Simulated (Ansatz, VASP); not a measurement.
# BAs in two plane-wave programs

Aim: how closely do two programs agree when they are given the same cell, functional and k mesh? The cell is taken from a series of VASP runs on this material, whose earlier steps may have relaxed, scaled or displaced it; both programs get it as it stands.

Calculated with Ansatz 0.2.0; plane waves, with VASP 6.6.1 beside it; band structure at r2SCAN-EpsX with an exact-exchange share of 0.102.

## (1) The structure

It takes space group F-43m (No. 216, cubic). The conventional cell has a = 4.777 Å, b = 4.777 Å, c = 4.777 Å, α = 90.00°, β = 90.00°, γ = 90.00°. Nearest to As lie 4 B at 2.07 Å. Nearest to B lie 4 As at 2.07 Å. Farther neighbours are not listed.

Structure file:

```cif
data_structure
_symmetry_space_group_name_H-M 'F-43m'
_symmetry_Int_Tables_number 216
_cell_length_a 4.7770
_cell_length_b 4.7770
_cell_length_c 4.7770
_cell_angle_alpha 90.000
_cell_angle_beta 90.000
_cell_angle_gamma 90.000
_cell_volume 109.01
loop_
_atom_site_label
_atom_site_type_symbol
_atom_site_symmetry_multiplicity
_atom_site_Wyckoff_symbol
_atom_site_fract_x
_atom_site_fract_y
_atom_site_fract_z
_atom_site_occupancy
As1 As 4 c 0.25000 0.25000 0.25000 1
B1 B 4 a 0.00000 0.00000 0.00000 1
```

## (2) VASP: band structure, r2SCAN-EpsX with an exact-exchange share of 0.102

The same path points are solved in both programs, so levels can be compared one by one.

Lines of VASP's logs that name or quote its potential files are left out, and so is its time.

The run reads the wave functions of an earlier VASP run, which isn't shown here.

INCAR reads:

```
SYSTEM = BAs
PREC = Accurate
ENCUT = 370
EDIFF = 1E-06
NELM = 100
ISMEAR = 0
SIGMA = 0.03
LREAL = .FALSE.
ALGO = Normal
LHFCALC = .TRUE.
AEXX = 0.102
METAGGA = R2SCAN
LASPH = .TRUE.
NBANDS = 10
PRECFOCK = Fast
HFRCUT = -1
LORBIT = 11
LWAVE = .FALSE.
LCHARG = .FALSE.
KPAR = 4
```

POSCAR reads:

```
BAs
1.0
    0.0000000000      2.3885000000      2.3885000000
    2.3885000000      0.0000000000      2.3885000000
    2.3885000000      2.3885000000      0.0000000000
As B
1 1
Direct
    0.7500000000      0.7500000000      0.7500000000
    0.0000000000      0.0000000000      0.0000000000
```

KPOINTS reads:

```
Automatic mesh
0
Gamma
5 5 5
0 0 0
```

KPOINTS_OPT reads:

```
Line mode
10
Line-mode
Reciprocal
  0.00000000   0.00000000   0.00000000 GAMMA
  0.50000000   0.00000000   0.50000000 X

  0.50000000   0.00000000   0.50000000 X
  0.50000000   0.25000000   0.75000000 W

  0.50000000   0.25000000   0.75000000 W
  0.37500000   0.37500000   0.75000000 K

  0.37500000   0.37500000   0.75000000 K
  0.00000000   0.00000000   0.00000000 GAMMA

  0.00000000   0.00000000   0.00000000 GAMMA
  0.50000000   0.50000000   0.50000000 L

  0.50000000   0.50000000   0.50000000 L
  0.62500000   0.25000000   0.62500000 U

  0.62500000   0.25000000   0.62500000 U
  0.50000000   0.25000000   0.75000000 W

  0.50000000   0.25000000   0.75000000 W
  0.50000000   0.50000000   0.50000000 L

  0.50000000   0.50000000   0.50000000 L
  0.37500000   0.37500000   0.75000000 K

  0.62500000   0.25000000   0.62500000 U
  0.50000000   0.00000000   0.50000000 X
```

The projector-augmented-wave data sets are As and B (PBE family, release 64).

Command:

```bash
$ mpirun -np 4 vasp_std
```

Numbers of over 12 decimals in the logs are rounded to 6 here.

Log:

```text
[banner, memory and clock lines left out]
running    4 mpi-ranks, on    1 nodes
 distrk:  each k-point on    1 cores,    4 groups
 distr:  one band on    1 cores,    1 groups

 POSCAR found type information on POSCAR AsB
 POSCAR found :  2 types and       2 ions
|                                                                             |
|               ----> ADVICE to this user running VASP <----                  |
|                                                                             |
|     You enforced a specific xc type in the INCAR file but a different       |
|     [... a line on the potential file left out ...]
|     I HOPE YOU KNOW WHAT YOU ARE DOING!                                     |
|                                                                             |

 LDA part: xc-table for (None), standard interpolation
 found WAVECAR, reading the header
 POSCAR, INCAR and KPOINTS ok, starting setup
 FFT: planning ... GRIDC
 FFT: planning ... GRID_SOFT
 FFT: planning ... GRID
 HFRCUT set to (new)   9.334170
 reading WAVECAR
 the WAVECAR file was read successfully
 initial charge from wavefunction
 entering main loop
       N       E                     dE             d eps       ncg     rms          rms(c)
DAV:   1    -0.222504391933E+02   -0.22250E+02   -0.71368E-01   202   0.713E+00    0.163E+00
DAV:   2    -0.222526372081E+02   -0.21980E-02   -0.76205E-03   218   0.644E-01    0.106E+00
DAV:   3    -0.222525008324E+02    0.13638E-03   -0.17810E-04   222   0.103E-01    0.622E-01
DAV:   4    -0.222524386260E+02    0.62206E-04   -0.19194E-05   220   0.447E-02    0.364E-01
DAV:   5    -0.222524116680E+02    0.26958E-04   -0.79287E-06   222   0.285E-02    0.211E-01
DAV:   6    -0.222524014500E+02    0.10218E-04   -0.33603E-06   218   0.181E-02    0.122E-01
DAV:   7    -0.222523976936E+02    0.37564E-05   -0.12672E-06   212   0.112E-02    0.700E-02
DAV:   8    -0.222523963054E+02    0.13882E-05   -0.47397E-07   124   0.699E-03    0.404E-02
DAV:   9    -0.222523957762E+02    0.52924E-06   -0.20789E-07   112   0.481E-03
   1 F= -.22252396E+02 E0= -.22252396E+02  d E =-.290056E-12
 Start KPOINTS_OPT (optional k-point list driver)
k-point batch [1-10\100]
       N       E                     dE             ncg
DAV:   1     0.227477937574E+03   -0.11202E+04      200
DAV:   2    -0.226489100391E+02   -0.25013E+03      284
DAV:   3    -0.314706674893E+02   -0.88218E+01      246
DAV:   4    -0.315063269284E+02   -0.35659E-01      256
DAV:   5    -0.315064820871E+02   -0.15516E-03      240
DAV:   6    -0.315064822666E+02   -0.17953E-06      250
[...]
k-point batch [91-100\100]
       N       E                     dE             ncg
DAV:   1     0.322004128789E+02   -0.28632E+04      200
DAV:   2    -0.153602322115E+03   -0.18580E+03      282
DAV:   3    -0.158466588996E+03   -0.48643E+01      274
DAV:   4    -0.158488327329E+03   -0.21738E-01      274
DAV:   5    -0.158488360639E+03   -0.33311E-04      242
DAV:   6    -0.158488360673E+03   -0.33895E-07      282
```

From OUTCAR (step 2):

```text
ion  position               nearest neighbor table
   1  0.750  0.750  0.750-   2 2.07   2 2.07   2 2.07   2 2.07
   2  0.000  0.000  0.000-   1 2.07   1 2.07   1 2.07   1 2.07

  LATTYP: Found a face centered cubic cell.
 ALAT       =     4.7770000000

 Subroutine GETGRP returns: Found 24 space group operations
 (whereof 24 operations were pure point group operations)

The static configuration has the point symmetry T_d .

 Found     10 irreducible k-points:

   k-points           NKPTS =     10   k-points in BZ     NKDIM =    125   number of bands    NBANDS=     10

   dimension x,y,z NGX =    24 NGY =   24 NGZ =   24
   dimension x,y,z NGXF=    48 NGYF=   48 NGZF=   48

   ENCUT  =  370.0 eV  27.19 Ry    5.21 a.u.   5.30  5.30  5.30*2*pi/ulx,y,z

   NELECT =       8.0000    total number of electrons

 k-points in reciprocal lattice and weights: Automatic mesh
   0.00000000  0.00000000  0.00000000       0.008
   0.20000000  0.00000000  0.00000000       0.064
   0.40000000  0.00000000  0.00000000       0.064
   0.20000000  0.20000000  0.00000000       0.048
   0.40000000  0.20000000  0.00000000       0.192
  -0.40000000  0.20000000  0.00000000       0.192
  -0.20000000  0.20000000  0.00000000       0.096
   0.40000000  0.40000000  0.00000000       0.048
  -0.40000000  0.40000000  0.00000000       0.096
  -0.40000000  0.40000000  0.20000000       0.192

  exchange ACFDT corr.  =         0.00000000  see jH, gK, PRB 81, 115126

 average (electrostatic) potential at core
       1 -51.0915       2 -26.6247

 E-fermi :   5.8923

 k-point     1 :       0.0000    0.0000    0.0000
  band No.  band energies     occupation
      1     -10.9645      2.00000
      2       5.7546      2.00000
      3       5.7546      2.00000
      4       5.7546      2.00000
      5       9.7689      0.00000
      6       9.7689      0.00000
      7       9.7689      0.00000
      8      11.5856      0.00000
      9      16.7191      0.00000
    ...

 k-point     2 :       0.2000    0.0000    0.0000
  band No.  band energies     occupation
      1     -10.2674      2.00000
      2       1.6750      2.00000
      3       4.7990      2.00000
      4       4.7990      2.00000
      5       9.8447      0.00000
      6      10.9923      0.00000
      7      10.9923      0.00000
      8      14.2136      0.00000
      9      18.0767      0.00000
    ...

 k-point     3 :       0.4000    0.0000    0.0000
  band No.  band energies     occupation
      1      -8.4278      2.00000
      2      -2.8875      2.00000
      3       3.8720      2.00000
      4       3.8720      2.00000
      5       9.3756      0.00000
      6      11.4575      0.00000
      7      11.4575      0.00000
      8      15.9960      0.00000
      9      19.3413      0.00000
    ...

  energy-cutoff  :      370.00
  volume of cell :       27.25
      direct lattice vectors                 reciprocal lattice vectors
     0.000000000  2.388500000  2.388500000    -0.209336404  0.209336404  0.209336404
     2.388500000  0.000000000  2.388500000     0.209336404 -0.209336404  0.209336404
     2.388500000  2.388500000  0.000000000     0.209336404  0.209336404 -0.209336404

 POSITION                                       TOTAL-FORCE (eV/Angst)
 -----------------------------------------------------------------------------------
      3.58275      3.58275      3.58275         0.000000     -0.000000      0.000000
      0.00000      0.00000      0.00000        -0.000000      0.000000     -0.000000
 -----------------------------------------------------------------------------------
    total drift:                                0.000000     -0.000000     -0.000000

  FREE ENERGIE OF THE ION-ELECTRON SYSTEM (eV)
  ---------------------------------------------------
  free  energy   TOTEN  =       -22.2523957762 eV

  energy  without entropy=      -22.2523957762  energy(sigma->0) =      -22.25239578

 total charge
# of ion       s       p       d       tot
------------------------------------------
    1        1.175   1.713   0.092   2.981
    2        0.662   1.172   0.000   1.834
--------------------------------------------------
tot          1.838   2.886   0.092   4.815

[... 3 further parts left out ...]
```

(Part 1 of 2 ends here.)

[Lines on the potential files, build, host, timing and source positions are cut from VASP's logs without a mark.]

[Logs are printed without paths, hosts, clocks, repeated set-up lines and the standing remarks that a program may print on its own settings, such as how far it seeks lower states.]

[Hosts, paths, dates, database ids (printed as entryN), source tags and the programs' standing remarks are cut or masked in the printed files.]
